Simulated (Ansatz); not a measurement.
Level of theory: DFT PBE, scalar-relativistic, plane waves, PAW (Ansatz 0.2.0). Settings: cutoff 420 eV, Γ-centred meshes spaced at most about 0.3 Å⁻¹, and about 0.25 Å⁻¹ or finer for metals (2π included), Gaussian smearing. Spin is collinear.

Each guess is relaxed in cell and atoms at zero pressure, on a coarse mesh first where it starts far from rest and then on a converged one. The steps can't lower the symmetry of the start, but it can rise. Energies are static (0 K, no zero-point motion).

Two unrelaxed guesses for CuNi₄:

A. (collinear spin from parallel moments)

```xyz
10
Lattice="2.4789 0.0000 0.0000 -1.2395 2.1468 0.0000 0.0000 0.0000 19.9057" Properties=species:S:1:pos:R:3 pbc="T T T"
Cu    0.0000    1.4312   14.9293
Cu    1.2395    0.7156    4.9764
Ni    0.0000    1.4312   18.9104
Ni    0.0000    1.4312    2.9859
Ni    0.0000    1.4312    6.9670
Ni    0.0000    1.4312   10.9481
Ni    1.2395    0.7156    0.9953
Ni    1.2395    0.7156    8.9576
Ni    1.2395    0.7156   12.9387
Ni    1.2395    0.7156   16.9198
```

B. (collinear spin from parallel moments)

```xyz
10
Lattice="2.4708 0.0000 0.0000 -1.2354 2.1398 0.0000 0.0000 0.0000 20.0365" Properties=species:S:1:pos:R:3 pbc="T T T"
Cu    1.2354    0.7133   15.0274
Cu    0.0000    1.4265    5.0091
Ni    1.2354    0.7133    3.0055
Ni    1.2354    0.7133    7.0128
Ni    1.2354    0.7133   11.0201
Ni    1.2354    0.7133   19.0346
Ni    0.0000    1.4265    1.0018
Ni    0.0000    1.4265    9.0164
Ni    0.0000    1.4265   13.0237
Ni    0.0000    1.4265   17.0310
```

Question: Do they relax into the same structure? If not, which is lower?

Answer: Yes. Both fall into one structure. A: P6_3/mmc at 10.6 Å³/atom → P6_3/mmc at 11.1 Å³/atom; B: P6_3/mmc at 10.6 Å³/atom → P6_3/mmc at 11.1 Å³/atom. Conventional cell: a = 2.492 Å, c = 20.628 Å. Around Cu lie 6 Cu at 2.49 Å and 6 Ni at 2.55 Å; Ni on its first site is surrounded by 9 Ni at 2.49 Å and 3 Cu at 2.55 Å; Ni on its second site has 12 Ni at 2.49 Å.

```
Cu Ni
1.0
     2.49228    0.00000    0.00000
    -1.24614    2.15838    0.00000
     0.00000    0.00000   20.62818
Cu Ni
2 8
Direct
  0.66667 0.33333 0.75000
  0.33333 0.66667 0.25000
  0.66667 0.33333 0.14801
  0.66667 0.33333 0.35199
  0.66667 0.33333 0.54940
  0.66667 0.33333 0.95060
  0.33333 0.66667 0.04940
  0.33333 0.66667 0.45060
  0.33333 0.66667 0.64801
  0.33333 0.66667 0.85199
```

Ends held by symmetry can be saddle points. Even the lowest of the cells shown lies +0.03 eV/atom against the elements. Another magnetic order may lie lower. Some structure types and database cells were kept out of the candidates from the start, so a known form may be missing.
